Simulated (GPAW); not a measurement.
**Se: single point with PBE**

Se:

```
Se
1.0
     4.36620    0.00000    0.00000
    -2.18310    3.78124    0.00000
     0.00000    0.00000    4.95360
Se
3
Direct
  0.77460 0.77460 0.00000
  0.00000 0.22540 0.66667
  0.22540 0.00000 0.33333
```

```yaml
Program: GPAW 26.7.0
Task: single point
Functional: PBE
Potentials_or_basis: GPAW PAW data sets (gpaw-data 1.2.1)
Cutoff: 600 eV
Basis: pw
k_mesh: 7 × 7 × 6
Occupations: gaussian, width 0.026 eV
Spin: no spin polarisation
```

```yaml
Pressure: 2.8 GPa
Largest_force: 0.420 eV/Å
Band_gap_on_the_k_mesh: 1.21 eV, indirect (least direct gap 1.47 eV)
```

Forces on the atoms (eV/Å):
```
Se  -0.210 -0.364  0.000
Se  -0.210  0.364  0.000
Se   0.420  0.000  0.000
```

Stress tensor (GPa, compression positive):
```
2.21 0.00 0.00
0.00 2.21 0.00
0.00 0.00 4.01
```

Levels at points of the mesh, in eV from the valence-band top:
| k point | band 6 | band 7 | band 8 | band 9 | band 10 | band 11 | band 12 | band 13 |
| --- | --- | --- | --- | --- | --- | --- | --- | --- |
| (0.00, 0.00, 0.00) | -3.76 | -2.05 | -2.05 | -0.41 | 1.88 | 1.88 | 2.16 | 6.18 |
| (0.00, 0.00, 0.50) | -3.39 | -1.55 | -1.55 | -1.13 | 1.21 | 1.21 | 1.27 | 6.28 |

Wall time 67 s on 1 thread of Arm Neoverse V1, on a shared host, peak memory 0.26 GiB.

Caveat: an odd mesh through Γ misses points on the zone boundary, where band edges often lie.
